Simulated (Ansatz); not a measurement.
SnO:

```
Sn O
1.0
     3.81370    0.00000    0.00000
     0.00000    3.81370    0.00000
     0.00000    0.00000    4.88691
Sn O
2 2
Cartesian
  1.9068 0.0000 3.7367
  0.0000 1.9068 1.1503
  0.0000 0.0000 0.0000
  1.9068 1.9068 0.0000
```

The cell is a database's computed one.

Program: Ansatz 0.2.0. Alike in all runs: task band structure; potentials or basis Ansatz PAW; no spin polarisation; cell as given; k mesh 7 × 7 × 6; smearing fermi-dirac 0.05 eV.

Problem. Order these runs on this cell by their pressure, lowest first.
A. level r2SCAN; cutoff (eV) 500
B. level revPBE; cutoff (eV) 420
C. level BLYP; cutoff (eV) 420

Solution. A (-0.5 GPa), B (5.5 GPa), C (8.1 GPa).

Caveats: the PAW data sets come from PBE, with cores solved anew for the run's functional, which leaves a small shift of forces and pressure.

Runs at the PBE level aren't shown here.
